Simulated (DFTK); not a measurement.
Here is a DFTK 0.8.2 calculation.

The input run.jl:

```julia
using DFTK
using PseudoPotentialData
using Unitful, UnitfulAtomic
using LinearAlgebra, Printf
include("save.jl")
disable_threading()

# lattice vectors are the columns
lattice = austrip(1u"Å") * [        -1.641          1.641          1.641;
                    1.641         -1.641          1.641;
                    1.641          1.641         -1.641]
symbols   = [:Ti]
positions = [[0.0, 0.0, 0.0]]
pseudopotentials = PseudoFamily("dojo.nc.sr.pbe.v0_4_1.standard.upf")
elements = Dict(s => ElementPsp(s, pseudopotentials) for s in unique(symbols))
atoms    = [elements[s] for s in symbols]

build_model(lattice, positions; symmetries=true) =
    model_DFT(lattice, atoms, positions;
              functionals=PBE(),
              temperature=austrip(0.1u"eV"),
              smearing=Smearing.FermiDirac(),
              symmetries)
Ecut  = 42.0  # hartree
kgrid = [11, 11, 11]
tol   = 1e-6
to_GPa = ustrip(uconvert(u"GPa", 1u"hartree/bohr^3"))

model = build_model(lattice, positions)
basis = PlaneWaveBasis(model; Ecut, kgrid)
display(basis)
scfres = self_consistent_field(basis;
                               tol,
                               nbandsalg=AdaptiveBands(model; n_bands_converge=11))
display(scfres.energies)
@printf "Fermi level: %.6f eV\n" ustrip(auconvert(u"eV", something(scfres.εF, NaN)))
forces = compute_forces_cart(scfres)
println("Forces (eV/Å)")
for (s, f) in zip(symbols, forces)
    @printf "%-3s %12.6f %12.6f %12.6f\n" s ustrip.(auconvert.(u"eV/Å", f))...
end
stress = compute_stresses_cart(scfres)
println("Stress (GPa)")
display(round.(stress * to_GPa; digits=4))
println("Levels at the first k-point (eV): ", round.(ustrip.(auconvert.(u"eV", scfres.eigenvalues[1][1:scfres.n_bands_converge])); digits=4))
save_scf!(scfres; forces, stress)
```

Potentials or basis: dojo.nc.sr.pbe.v0_4_1.standard.upf (PBE).

Run with:

```sh
$ julia --threads=1 run.jl  # save.jl only writes the numbers to a file and isn't shown; printed stress counts tension as positive; times include loading and compiling
```

(1) Estimate the band gap on the k mesh.

(2) Predict the pressure.

Answers

(1) none (metal or under the smearing width).

(2) -2.0 GPa.
